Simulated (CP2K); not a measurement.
The system is CuI (Marshite).

```
I Cu
1.0
     4.28719    0.00000    0.00000
     2.14359    3.71281    0.00000
     2.14359    1.23760    3.50047
I Cu
1 1
Direct
  0.00000 0.00000 0.00000
  0.75000 0.75000 0.75000
```

Base run:

* Program: CP2K 2026.2
* Functional: BEEF-vdW
* Potentials or basis: POTENTIAL_UZH I GTH-PBE-q7, Cu GTH-PBE-q11; TZVP-MOLOPT-PBE-GTH basis
* Density cutoff: 9184 eV
* k mesh: 8 × 8 × 8
* Occupations: fermi-dirac, width 0.05 eV
* Spin: no spin polarisation

Its results: band gap on the k mesh 1.24 eV, direct; pressure 3.2 GPa.

**Question.** The run is repeated on the same cell with these changes: functional from BEEF-vdW to rev-vdW-DF2. What comes out?

**Answer.** Band gap on the k mesh 0.93 eV, direct; pressure 0.5 GPa.

Caveats: the potentials were made for another functional, which shifts forces and pressure; spin-orbit coupling is left out, which moves the levels of the heavy elements; the basis of atomic orbitals isn't converged, which shifts pressures, moduli and gaps.

